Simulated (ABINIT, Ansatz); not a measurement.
# RbCl (Fm-3m): G0W0 on several meshes in ABINIT

Wanted: mesh dependence and cost of G0W0 for RbCl (Fm-3m).

Main program and level: ABINIT 10.8.3; LDA and many-body steps on it, plane waves.

Report form: the programs' logs are mostly left out.

The database entry behind the starting cell differs from later determinations by our own check (about 0.5 % short), so it need not match the best structure at ambient conditions.

## Step 1: Set-up

Symmetry: Fm-3m, No. 225, cubic system. The conventional cell has a = 6.548 Å, b = 6.548 Å, c = 6.548 Å, α = 90.00°, β = 90.00°, γ = 90.00°. Nearest to Rb lie 6 Cl at 3.27 Å. Nearest to Cl lie 6 Rb at 3.27 Å. Farther neighbours and most contacts between anions are not listed.

The cell and positions come from the Crystallography Open Database and are kept as given unless a step says otherwise.

## Step 2: Empty states on the mesh, 4×4×4 mesh, 338 bands

This step: ABINIT 10.8.3; DFT, LDA, plane waves, norm-conserving pseudopotentials.

The sums over transitions need many empty states on a uniform mesh; this step solves for them.

Contents of run.abi:

```
acell 3*1.0 Angstrom
rprim 
  -0.000000000000 3.274000000000 3.274000000000
  3.274000000000 0.000000000000 3.274000000000
  3.274000000000 3.274000000000 -0.000000000000
ntypat 2
znucl 37 17
natom 2
typat 1 2
xred 
  0.000000000000 0.000000000000 0.000000000000
  0.500000000000 0.500000000000 0.500000000000
pp_dirpath "pseudos"
pseudos "Rb.upf, Cl.upf"
ecut 24
ngkpt 4 4 4
nshiftk 1
shiftk 0 0 0
kptopt 1
chksymbreak 0
irdden 1
istwfk *1
nband 338
prtvol 0
optdriver 6
gwr_task "HDIAGO"
paral_kgb 0
occopt 1
indata_prefix "in"
outdata_prefix "out"
tmpdata_prefix "tmp"
```

Run with:

```bash
$ OMP_NUM_THREADS=1 mpirun -n 4 abinit run.abi > log
```

Wall time 27 s (4 MPI ranks of Arm Neoverse V2, shared host); peak memory 1.8 GiB; 1.8 min of CPU time.

This step gave:

```yaml
gap: 4.595 eV
k_of_the_valence_top: 0, 0, 0
k_of_the_conduction_bottom: 0, 0, 0
least_direct_gap: 4.595 eV
k_points_computed: 8
lowest_point_of_the_top_converged_band_above_the_valence_top: 151.1280 eV
```

On this mesh the gap is 4.595 eV.

The density comes from a self-consistent run that is not shown.

## Step 3: Screening, 4×4×4 mesh, 139 bands, screening to 141.5 eV

The RPA dielectric matrix is built and inverted for each q.

This step: RPA screening on LDA, plane waves, norm-conserving pseudopotentials.

run.abi: that of step 2 with these lines changed.

```diff
@@ -20,10 +20,11 @@
 chksymbreak 0
-irdden 1
 istwfk *1
-nband 338
-prtvol 0
-optdriver 6
-gwr_task "HDIAGO"
-paral_kgb 0
 occopt 1
+irdwfk 1
+optdriver 3
+nband 139
+ecuteps 5.2
+inclvkb 2
+awtr 1
+symchi 1
 indata_prefix "in"
```

Run time: 24 s. Hardware: 4 MPI ranks; peak memory 0.95 GiB; 96 s of CPU time.

Numbers from this step:

```yaml
eps_infinity_with_local_fields_on_this_mesh_along_the_program_s_q_direction: 2.310
the_same_without_local_fields: 2.736
plasma_frequency: 17.73 eV
plane_waves_in_the_screening_matrix: 283
```

Local fields lower ε∞ by 16 %.

## Step 4: 4×4×4

The self-energy is evaluated for the states that the input lists, and the levels follow from it, in one-shot runs by the linearised quasiparticle equation.

This step: G0W0 on LDA, plane waves, norm-conserving pseudopotentials.

run.abi: that of step 3 with these lines changed.

```diff
@@ -23,8 +23,15 @@
 irdwfk 1
-optdriver 3
+optdriver 4
 nband 139
+gwcalctyp 0
+ecutsigx 24
+symsigma 1
+nkptgw 1
+kptgw 
+  0.0000000000 0.0000000000 0.0000000000
+bdgw 
+  6 12
 ecuteps 5.2
-inclvkb 2
-awtr 1
-symchi 1
+irdscr 1
+ppmodel 1
 indata_prefix "in"
```

Run time: 8.3 s. Hardware: 4 MPI ranks; peak memory 0.87 GiB.

Numbers from this step:

- G0W0 gap on the points computed: 7.743 eV
- starting gap on the mesh: 4.595 eV
- k of the valence top: 0, 0, 0
- k of the conduction bottom: 0, 0, 0
- Z at the valence top: 0.8
- Z at the conduction bottom: 0.869
- least direct G0W0 gap on the computed points: 7.743 eV

The gap on the mesh goes from 4.59 eV to 7.74 eV, a correction of +3.15 eV.

## Step 5: Empty states on the mesh, 6×6×6 mesh, 147 bands

This step: DFT, LDA, plane waves, norm-conserving pseudopotentials.

run.abi: that of step 4 with these lines changed.

```diff
@@ -15,3 +15,3 @@
 ecut 24
-ngkpt 4 4 4
+ngkpt 6 6 6
 nshiftk 1
@@ -20,18 +20,10 @@
 chksymbreak 0
+irdden 1
 istwfk *1
+nband 147
+prtvol 0
+optdriver 6
+gwr_task "HDIAGO"
+paral_kgb 0
 occopt 1
-irdwfk 1
-optdriver 4
-nband 139
-gwcalctyp 0
-ecutsigx 24
-symsigma 1
-nkptgw 1
-kptgw 
-  0.0000000000 0.0000000000 0.0000000000
-bdgw 
-  6 12
-ecuteps 5.2
-irdscr 1
-ppmodel 1
 indata_prefix "in"
```

Elapsed: 50 s, on 4 MPI ranks; peak memory 1.8 GiB.

This step gave:

```
gap                                                           : 4.595 eV
k of the valence top                                          : 0, 0, 0
k of the conduction bottom                                    : 0, 0, 0
least direct gap                                              : 4.595 eV
k points computed                                             : 16
lowest point of the top converged band, above the valence top : 81.2650 eV
```

On this mesh the gap is 4.595 eV.

## Step 6: Screening, 6×6×6 mesh, 139 bands, screening to 141.5 eV

This step: RPA screening on LDA, plane waves, norm-conserving pseudopotentials.

run.abi: that of step 5 with these lines changed.

```diff
@@ -20,10 +20,11 @@
 chksymbreak 0
-irdden 1
 istwfk *1
-nband 147
-prtvol 0
-optdriver 6
-gwr_task "HDIAGO"
-paral_kgb 0
 occopt 1
+irdwfk 1
+optdriver 3
+nband 139
+ecuteps 5.2
+inclvkb 2
+awtr 1
+symchi 1
 indata_prefix "in"
```

Elapsed: 2.7 min, on 4 MPI ranks; peak memory 1.6 GiB; 11 min of CPU time.

This step gave:

| Item | Value |
| --- | --- |
| ε∞ with local fields, on this mesh, along the program's q direction | 2.303 |
| the same without local fields | 2.729 |
| plasma frequency | 17.73 eV |
| plane waves in the screening matrix | 283 |

## Step 7: 6×6×6

This step: G0W0 on LDA, plane waves, norm-conserving pseudopotentials.

run.abi: that of step 6 with these lines changed.

```diff
@@ -23,8 +23,15 @@
 irdwfk 1
-optdriver 3
+optdriver 4
 nband 139
+gwcalctyp 0
+ecutsigx 24
+symsigma 1
+nkptgw 1
+kptgw 
+  0.0000000000 0.0000000000 0.0000000000
+bdgw 
+  6 12
 ecuteps 5.2
-inclvkb 2
-awtr 1
-symchi 1
+irdscr 1
+ppmodel 1
 indata_prefix "in"
```

The job ended after 15 s (4 MPI ranks; peak memory 1.6 GiB).

Numbers from this step:

```yaml
g0w0_gap_on_the_points_computed: 7.756 eV
starting_gap_on_the_mesh: 4.595 eV
k_of_the_valence_top: 0, 0, 0
k_of_the_conduction_bottom: 0, 0, 0
z_at_the_valence_top: 0.799
z_at_the_conduction_bottom: 0.869
least_direct_g0w0_gap_on_the_computed_points: 7.756 eV
```

Against G0W0 in ABINIT (4×4×4 mesh, 139 bands, screening to 141.5 eV, Godby-Needs plasmon pole), the gap moves by +0.013 eV.

## Step 8: The runs together

Times are wall times on 4 MPI ranks of Arm Neoverse V2, shared host, good to a factor of about two. A run's time includes the screening step that it read.

```
  run   mesh  bands  screening cutoff (eV)  DFT gap (eV)  gap on the mesh (eV)  direct (eV)  ε∞ used     time
4×4×4  4×4×4    139                  141.5         4.595                 7.743        7.743     2.31     32 s
6×6×6  6×6×6    139                  141.5         4.595                 7.756        7.756     2.30  2.9 min
```

## Step 9: Results

| Item | Value |
| --- | --- |
| 4×4×4 | 7.743 eV |
| 6×6×6 | 7.756 eV |
| known limits | not at the basis limit; no spin-orbit coupling |

6×6×6: +0.013 eV against 4×4×4. Bands and cutoff are finite, so the gap is not at the basis limit. The miss can reach some tenths of an eV and take either sign; the mesh is an error of its own. In the G0W0 runs levels were corrected at 1 k point alone, so a gap called «on the mesh» is the least over those, and an edge elsewhere would be missed. The many-body steps are scalar-relativistic: spin-orbit coupling is not in them.

[Paths, hosts, dates, memory and timing lines, banners, echoed tables and standing remarks are left out of the program output.]

[Logs are printed without paths, hosts, clocks, repeated set-up lines and the standing remarks that a program may print on its own settings, such as how far it seeks lower states.]

[Runs of the session that timed out or met a known fault of the program may be left out.]

[Hosts, paths, dates, database ids (printed as entryN), source tags and the programs' standing remarks are cut or masked in the printed files.]

[G0W0 gaps are taken among the corrected bands and points alone; a level outside them can change the order at an edge.]

[Where Ansatz stands beside ABINIT at settings called matched, ABINIT's density can come from a denser mesh and the files from another edition; pairs whose starting gaps differed by over 0.03 eV were left out, so agreement reads better than it is.]
